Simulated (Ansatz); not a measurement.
# TaSi2 (P6_222) in Ansatz: notebook, part 2 of 2

Ansatz 0.2.0. Earlier steps stand in the parts before.

## (3) Single point, PBE

The input, input.yaml:

```yaml
crystal:
  lattice:
    - [4.78, 0.0, 0.0]
    - [-2.39, 4.1396014301, 0.0]
    - [0.0, 0.0, 6.564]
  atoms:
    - { symbol: Ta, position: [0.0, 0.5, 0.1666666667] }
    - { symbol: Ta, position: [0.5, 0.5, 0.8333333333] }
    - { symbol: Ta, position: [0.5, 0.0, 0.5] }
    - { symbol: Si, position: [0.3333, 0.16665, 0.1666666667] }
    - { symbol: Si, position: [0.16665, 0.83335, 0.8333333333] }
    - { symbol: Si, position: [0.83335, 0.6667, 0.5] }
    - { symbol: Si, position: [0.6667, 0.83335, 0.1666666667] }
    - { symbol: Si, position: [0.83335, 0.16665, 0.8333333333] }
    - { symbol: Si, position: [0.16665, 0.3333, 0.5] }
hamiltonian:
  xc: pbe
  pseudopotentials: { kind: paw }
kpoints:
  mp_grid: { grid: [7, 7, 4] }
scf:
  occupations: { method: gaussian, width: 0.011 }
output:
  forces: true
  stress: true
  eigenvalues: true
  write_density: true
  write_potential: true
  elf: true
  volumetric_format: npy
```

Potentials or basis: Ansatz PAW.

Started as:

```sh
$ ansatz run input.yaml --threads 4 --pin off --max-ram 11264MiB --backend cpu --events-out ev --progress --plain --runs-dir out
```

Output:

```text
Warning: RAYON_NUM_THREADS=4 ignored (pool sized by the plan → 4); use --threads N
Engine: ansatz 0.2.0, aarch64-unknown-linux-gnu
Pseudopotentials: kind: paw
Pseudopotential: Ta, paw, valence charge 13, recommended cutoff 420 eV (normal), Ta.paw.azcp
Pseudopotential: Si, paw, valence charge 4, recommended cutoff 420 eV (normal), Si.paw.azcp
Functional definition: PBE
  parameter kappa = 0.804
  parameter beta = 0.06672455060314922
  exchange = pbe_x(kappa = kappa, mu = beta*pi^2/3)
  correlation = pbe_c(beta = beta)
Crystal: 9 atoms, lattice volume = 129.884 Å³
Basis set: ecut = 420 eV, 2523 PW (Γ), exchange–correlation on 64×64×90 points (8 copies of the dense FFT grid, shifted against one another)
Bands: 41, of which v1, the nominal top of the filled ones, is band 32 counted from 1 (31 counted from 0)
Symmetry: 12 space group operations
Space group: P6222 (ITA 180), of the structure as read, at distance tolerance 5.1e-5 Å
k-points: 24 of 196 (time reversal used)
Non-local potential: Ta, projectors of the file, l = 0: 3, l = 1: 2, l = 2: 2, l = 3: 1
Non-local potential: Si, projectors of the file, l = 0: 2, l = 1: 2, l = 2: 2
PAW form: soft (Blöchl's): semilocal exchange-correlation on the pseudo side does not see the compensation charge
PAW one-centre angular grid: Ta, 590 points (default); XC on 64 Gauss nodes
PAW one-centre angular grid: Si, 110 points (default); XC on 64 Gauss nodes
Initial density: superposition of atomic densities (neutral atoms: chi_scale 0, normalization atom), corrected by the library's trained network
Initial wavefunctions: pseudopotential atomic-orbital guess
Functional: x = pbe(κ = 0.804, μ = 0.2195149727645171), c = pbe(β = 0.06672455060314922)
SCF iter   1: F=—  HF=-33615.753273 eV  |F-HF|=—  |Δ(HF+E_count)|=         —  Δρ=4.11e-3  dr2=1.58e-2  ethr=1.77e-3  ⟨swp⟩=7.2  Hψ=4556  notcnv=0
preconditioner: auto → Resta (q_TF=auto, 2.418 Å⁻¹)  ε∞=8.6  [insulator: Δε(μ)=0.036 eV  Ē_g=7.361 eV  σ=0.011 eV  W_gap=0.55  n_scr=22 (ndim 8)  ℏωp=20.3 eV  f_vac=0.000  D(μ)=13.19/eV (n_scr^D=182)  ε∞_Penn≈8.6]
SCF iter   2: F=—  HF=-33615.752975 eV  |F-HF|=—  |Δ(HF+E_count)|=   2.98e-4  Δρ=2.29e-3  dr2=4.61e-3  ethr=2.52e-5  ⟨swp⟩=2.7  Hψ=1625  notcnv=0  defer=72
SCF iter   3: F=—  HF=-33615.753218 eV  |F-HF|=—  |Δ(HF+E_count)|=   2.43e-4  Δρ=2.78e-4  dr2=9.38e-5  ethr=7.32e-6  ⟨swp⟩=2.0  Hψ=1408  notcnv=0  defer=72
SCF iter   4: F=—  HF=-33615.753142 eV  |F-HF|=—  |Δ(HF+E_count)|=   7.56e-5  Δρ=8.45e-5  dr2=8.13e-6  ethr=1.49e-7  ⟨swp⟩=2.1  Hψ=1355  notcnv=0  defer=72
SCF iter   5: F=—  HF=-33615.753142 eV  |F-HF|=—  |Δ(HF+E_count)|=   5.07e-7  Δρ=8.04e-6  dr2=1.16e-7  ethr=1.29e-8  ⟨swp⟩=2.0  Hψ=1272  notcnv=0  defer=72
SCF iter   6: F=-33615.753142 eV  HF=-33615.753142 eV  |F-HF|=1.70e-9  |Δ(HF+E_count)|=   1.46e-8  Δρ=1.82e-6  dr2=4.20e-9  ethr=1.59e-10  ⟨swp⟩=14.1  Hψ=6567  notcnv=0
SCF 1 converged in 6 iterations: F = -33615.753142 eV  dr2 = 4.20e-9
SCF converged after 6 iterations
Free energy (F): -33615.753142 eV
Harris-Foulkes:  -33615.753142 eV  (|F-HF|=1.70e-9)
Internal energy: -33615.752313 eV  (E = F + TS)
E sigma→0 (E₀):  -33615.752727 eV
Entropy (-TS):   -0.000828 eV (-0.092 meV/atom)
Fermi energy:    15.272995 eV
--- Per-component energies (eV) ---
  E_band       = -252.601016
  E_kinetic    = 1363.294356
  E_local      = -2345.691680  (includes V_loc(G=0)·N_el)
  E_nonlocal   = 196.972709
  E_hartree    = 899.431952
  E_xc         = -998.829651
  E_vxc        = -909.338605  (∫ρ·V_xc dr)
  E_paw        = -28267.878899  (= ΣΔE_a)
  E_vpaw       = -356.704518  (= ΣTr[D̂ρ^β])
  E_aug_tail   = 0.000491  (compensation charges beyond the density's cutoff)
  E_ewald      = -4463.051592
  E_smearing   = -0.000828  (= −TS)
  E_closure    = 0.000000  (closes the sum)
  Σ components = -33615.753142   (vs F -33615.753142, Δ=0.00e0)
--- Forces (eV/Å), atoms counted from 1 ---
  atom   1  Ta     0.00000000    -0.00000000     0.00000000
  atom   2  Ta     0.00000000     0.00000000    -0.00000000
  atom   3  Ta     0.00000000     0.00000000    -0.00000000
  atom   4  Si    -0.70510299    -0.40709140     0.00000000
  atom   5  Si    -0.70510299     0.40709140    -0.00000000
  atom   6  Si     0.00000000     0.81418281     0.00000000
  atom   7  Si     0.70510299     0.40709140    -0.00000000
  atom   8  Si     0.70510299    -0.40709140     0.00000000
  atom   9  Si    -0.00000000    -0.81418281    -0.00000000
  max |Σ_I F_I| component: 2.59e-16 eV/Å
--- Stress (GPa, compression-positive) ---
        2.591553      -0.000000       0.000000
        0.000000       2.591553       0.000000
        0.000000       0.000000       5.217185
  P = ⅓ Tr σ = 3.4668 GPa (34.668 kbar)
--- Band table (eV; the first three rows and the last of 24) ---
  k-point 0: bands = ["-52.3793", "-52.3637", "-52.3637", "-19.0989", "-19.0941", "-19.0941", "-18.9928", "-18.9928", "-18.9283", "-18.9110", "-18.9110", "-18.8821", "1.9101", "5.1926", "5.1926", "8.8610", "9.3494", "9.3494", "9.3616", "9.3616", "10.4147", "11.3274", "11.3274", "11.5698", "12.7158", "12.7158", "12.7327", "12.7327", "12.9700", "12.9700", "12.9967", "13.4431", "15.8045", "18.3757", "18.3757", "18.6807", "18.7550", "18.8633", "19.2418", "19.2418", "19.3670"]
  k-point 1: bands = ["-52.3779", "-52.3688", "-52.3599", "-19.1299", "-19.0873", "-19.0423", "-19.0183", "-18.9880", "-18.9444", "-18.9119", "-18.8959", "-18.8871", "2.1582", "3.9447", "6.3766", "8.9937", "9.0618", "9.2581", "9.5957", "9.8273", "10.3651", "10.4219", "10.8419", "10.9643", "12.6154", "12.7214", "12.8895", "12.9492", "13.2534", "13.3573", "13.3889", "14.1417", "16.5480", "17.6823", "18.1011", "18.5690", "18.6511", "18.7598", "18.7793", "19.0488", "19.3819"]
  k-point 2: bands = ["-52.3741", "-52.3741", "-52.3585", "-19.1427", "-19.0564", "-19.0564", "-18.9888", "-18.9871", "-18.9871", "-18.8996", "-18.8996", "-18.8878", "2.8705", "2.8705", "7.0896", "8.7883", "8.8576", "9.5000", "9.5000", "10.1892", "10.1892", "10.1940", "10.1940", "11.1604", "12.6588", "12.6588", "12.7423", "12.8852", "13.2078", "13.2078", "13.5615", "16.2882", "16.2882", "18.0460", "18.0460", "18.4283", "18.4291", "18.5356", "18.5356", "19.0553", "19.1166"]
  k-point 23: bands = ["-52.3739", "-52.3677", "-52.3648", "-19.1406", "-19.1054", "-19.1036", "-18.9910", "-18.9730", "-18.9119", "-18.9043", "-18.9027", "-18.8982", "4.7805", "4.8096", "5.4337", "6.0751", "6.3667", "7.2906", "9.8357", "10.2792", "10.6240", "11.2793", "12.3473", "12.3519", "12.4373", "12.5931", "12.6302", "12.8109", "14.1186", "14.7694", "14.7860", "15.2936", "16.3834", "16.8215", "17.1244", "17.4210", "17.4322", "18.1145", "18.5384", "18.7234", "18.9842"]
```

Run time: 4.1 s. Hardware: 4 threads of Arm Neoverse V2, shared host; peak memory 0.45 GiB.

Results:

```yaml
Free_energy: -33615.7531 eV
Pressure: 3.5 GPa
Largest_force: 0.814 eV/Å
Band_gap_on_the_k_mesh: none (metal or under the smearing width)
```

Forces in eV/Å, atoms in the order of the input:
```
Ta   0.000  0.000  0.000
Ta   0.000  0.000  0.000
Ta   0.000  0.000  0.000
Si  -0.705 -0.407  0.000
Si  -0.705  0.407  0.000
Si   0.000  0.814  0.000
Si   0.705  0.407  0.000
Si   0.705 -0.407  0.000
Si   0.000 -0.814  0.000
```

Levels at points of the mesh, in eV from the Fermi level:
```tsv
k point	band 30	band 31	band 32	band 33	band 34	band 35
(0.00, 0.00, 0.00)	-2.30	-2.28	-1.83	0.53	3.10	3.10
(0.00, 0.00, -0.50)	-2.07	-1.71	1.02	1.02	2.77	2.77
```

Caveat: the cell's inner coordinates are idealised or old, which leaves forces on the atoms. The run has no spin-orbit coupling, so splittings on Ta are missing.
